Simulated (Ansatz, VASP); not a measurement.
Ag in VASP and in Ansatz

INCAR

```
  PREC = Accurate
  ENCUT = 520
  EDIFF = 1E-6
  ISMEAR = 0
  SIGMA = 0.1
  LREAL = F
  LASPH = T
  NELM = 100
  ALGO = Normal
  ISIF = 2
  LWAVE = F
  LCHARG = F
  GGA = PS
  NBANDS = 12
```

KPOINTS

```
Automatic mesh
0
Gamma
  18 18 18
```

Contents of POSCAR:

```
Ag
1.0
    0.0000000000      1.9858224642      1.9858224642
    1.9858224642      0.0000000000      1.9858224642
    1.9858224642      1.9858224642      0.0000000000
Ag
1
Direct
    0.0000000000      0.0000000000      0.0000000000
```

Input for Ansatz:

```yaml
crystal:
  lattice:
    - [0.0, 1.9858224642, 1.9858224642]
    - [1.9858224642, 0.0, 1.9858224642]
    - [1.9858224642, 1.9858224642, 0.0]
  atoms:
    - { symbol: Ag, position: [0.0, 0.0, 0.0] }
basis:
  ecutwfc: 420
kpoints:
  mp_grid: { grid: [18, 18, 18] }
hamiltonian:
  xc: pbesol
scf:
  occupations: { method: gaussian, width: 0.1 }
output:
  forces: true
  stress: true
  eigenvalues: true
```

Alike in both runs: task single point; functional PBEsol; k mesh 18 × 18 × 18; occupations gaussian, width 0.1 eV; no spin polarisation.

```csv
,VASP,Ansatz
version,VASP 6.6.1,Ansatz 0.2.0
potentials or method,"VASP PAW PBE potentials, release 64 (Ag)","scalar-relativistic, plane waves, PAW"
plane-wave cutoff (eV),520,420
valence electrons in the cell,11,19
```

Ansatz gave:

| Quantity | Value |
| --- | --- |
| gap on the k mesh at the Fermi level (eV) | none |
| pressure (GPa) | 8.8 |

Which values does VASP return?

gap on the k mesh at the Fermi level (eV): none; pressure (GPa): 8.5.

A gap of «none» marks a metal or a gap that the smearing closes. The two sets of potentials don't hold the same shells in valence.

Caveats: the PAW data sets were made with another functional, which shifts forces and pressure a little (VASP).
